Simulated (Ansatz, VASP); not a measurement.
**Two plane-wave programs on SiC**

```
Si C
1.0
     0.00000    2.14506    2.14506
     2.14506    0.00000    2.14506
     2.14506    2.14506    0.00000
Si C
1 1
Direct
  0.75000 0.75000 0.75000
  0.00000 0.00000 0.00000
```

Alike in both runs: task single point; functional PBE; k mesh 10 × 10 × 10; occupations gaussian, width 0.02 eV; no spin polarisation.

```csv
,VASP,Ansatz
version,VASP 6.6.1,Ansatz 0.2.0
potentials or method,"VASP PAW PBE potentials, release 64 (Si, C)","scalar-relativistic, plane waves, PAW"
plane-wave cutoff (eV),520,420
valence electrons in the cell,8,8
```

VASP gave:

```
gap on the k mesh at the Fermi level (eV) : 1.31
least direct gap on the mesh (eV)         : 4.59
pressure (GPa)                            : 14.8
```

Q: What did Ansatz give for the same quantities?

A: gap on the k mesh at the Fermi level (eV): 1.31; least direct gap on the mesh (eV): 4.59; pressure (GPa): 14.9.

The functional is the same, so the differences come from potentials, cutoffs and numerics.

A k mesh can miss the band edges. Expect the measured gap to be larger: semilocal functionals such as PBE lack the derivative discontinuity.
